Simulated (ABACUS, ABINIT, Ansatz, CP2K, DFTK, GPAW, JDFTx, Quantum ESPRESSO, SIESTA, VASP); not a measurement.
# One calculation of Ti, 11 ways

```xyz
2
Lattice="2.9500 0.0000 0.0000 -1.4750 2.5548 0.0000 0.0000 0.0000 4.6800" Properties=species:S:1:pos:R:3 pbc="T T T"
Ti    1.4750    0.8516    3.5100
Ti    0.0000    1.7032    1.1700
```

Alike in all runs: task single point; functional PBE; k mesh 10 × 10 × 6; occupations fermi-dirac, width 0.05 eV; no spin polarisation; no spin-orbit coupling. Pressure is positive in compression and, in plane waves, holds the error of the finite cutoff, which Ansatz's Pulay term estimates and takes out.

```tsv
program and potentials	plane-wave cutoff (eV)	notes	pressure (GPa)
DFTK, PseudoDojo SR PBE 0.4.1 standard (PBE)	1143	-	-1.41
Quantum ESPRESSO, SSSP 1.3 efficiency PBE	748	-	-1.47
SIESTA, files PseudoDojo sr-pbe-0.4.1-standard, DZP (energy shift 0.003 Ry; two zetas on semicore shells)	-	atomic basis	-1.29
ABINIT, JTH PAW PBE v2.0	408	-	-1.26
Ansatz, all-electron LAPW, scalar-relativistic	-	-	-1.47
ABACUS, PseudoDojo NC SR 0.4.1 PBE standard, plane waves	1143	-	-1.36
GPAW, GPAW PAW data sets (gpaw-data 1.2.1)	600	-	-2.02
CP2K, POTENTIAL_UZH Ti GTH-PBE-q12; TZVP-MOLOPT-PBE-GTH basis	-	atomic basis	-1.35
JDFTx, PseudoDojo-SR-PBE-0.5-standard	1143	-	-1.35
Ansatz, Ansatz PAW (earlier soft set)	420	Pulay term of +0.04 GPa included	-1.48
VASP, PBE PAW files Ti_sv, 520 eV	520	-	-1.72
```

The pressure spans -2.02 (GPAW, GPAW PAW data sets (gpaw-data 1.2.1)) to -1.26 GPa (ABINIT, JTH PAW PBE v2.0), with all-electron results at -1.47. Rows in atomic bases carry the error of their basis and grid, which can be large.

Differences between rows come from potentials, basis sets and numerical settings, since the functional is the same but for its coding. Runs on potential files found faulty are left out.
